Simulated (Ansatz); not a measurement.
# HgTe (Coloradoite): the cost of one run

All numbers are computed with Ansatz 0.2.0 through its Python package. Level of theory: DFT r2SCAN, plane waves, PAW.

### Step 1. Starting point

Symmetry: F-43m, No. 216, cubic system. Conventional cell: a = 6.429 Å, b = 6.429 Å, c = 6.429 Å, α = 90.00°, β = 90.00°, γ = 90.00°. Hg (site symmetry -43m) is surrounded by 4 Te at 2.78 Å. Te (site symmetry -43m) has 4 Hg at 2.78 Å as nearest neighbours.

The script reads hgte.xyz:

```xyz
2
Lattice="0.0 3.2145 3.2145 3.2145 0.0 3.2145 3.2145 3.2145 0.0" Properties=species:S:1:pos:R:3 pbc="T T T"
Hg    0.00000000    0.00000000    0.00000000
Te    1.60725000    1.60725000    1.60725000
```

### Step 2. The code

File defect_hgte.py:

```python
'''Point defect (antisite) in HgTe.'''

import ansatz
import numpy as np


def main() -> None:
    crystal = ansatz.Crystal.from_extxyz('hgte.xyz')
    host = crystal.supercell(2, 2, 2)
    defective = host.substitution('Hg', at=[0.25, 0.25, 0.25], replaces='Te')

    def prepare(structure):
        return (
            structure.calculation()
            .functional('r2scan')
            .kpoints(2)
            .pseudopotentials('paw')
            .occupations('fermi_dirac', width=0.02)
            .band_table()
        )


    perfect = prepare(host).run(threads=1, backend='cpu').report
    base = prepare(defective).forces()
    result = base.run(threads=1, backend='cpu')
    data = result.report

    n_host, n_defect = len(perfect['lattice']['sites']), len(data['lattice']['sites'])
    print(f'perfect cell: {n_host} atoms, F = {perfect["free_energy_ev"]:.4f} eV')
    print(f'defect cell:  {n_defect} atoms, F = {data["free_energy_ev"]:.4f} eV')
    # chemical potentials are still to be added to this difference
    print(f'difference {data["free_energy_ev"] - perfect["free_energy_ev"]:.4f} eV (no chemical potentials)')

    for label, run in (('perfect', perfect), ('defect', data)):
        levels, filled = np.array(run['eigenvalues_ev'][0]), np.array(run['occupations'][0])
        top = int(np.argmin(np.abs(levels - run['fermi_energy_ev'])))
        window = slice(max(top - 3, 0), top + 4)
        print(label, 'levels near E_F at the first k-point:', ', '.join(f'{e - run["fermi_energy_ev"]:.2f} ({f:.2f})' for e, f in zip(levels[window], filled[window])))

    pull = np.linalg.norm(data['forces_ev_ang'], axis=1)
    for atom in np.argsort(-pull)[:5]:
        print(f'force on {result.lattice.sites[atom].symbol}{atom}: {pull[atom]:.3f} eV/A')


if __name__ == '__main__':
    main()
```

### Step 3. The calls as engine input

The package turns the script's settings into the engine's input (first run):

```yaml
crystal:
  lattice:
    - [0.0, 3.2145, 3.2145]
    - [3.2145, 0.0, 3.2145]
    - [3.2145, 3.2145, 0.0]
  atoms:
    - { symbol: Hg, position: [0.0, 0.0, 0.0] }
    - { symbol: Te, position: [0.25, 0.25, 0.25] }
  supercell: [2, 2, 2]
kpoints:
  mp_grid:
    grid: [2, 2, 2]
hamiltonian:
  xc: r2scan
  pseudopotentials:
    kind: paw
scf:
  occupations:
    method: fermi_dirac
    width: 0.02
output:
  eigenvalues: true
```

### Step 4. Running it

Run with:

```console
$ python defect_hgte.py
```

Q: Estimate wall time and peak memory on 1 thread of Arm Neoverse V1, shared host.

About 71 s, with a peak of 2.4 GiB.
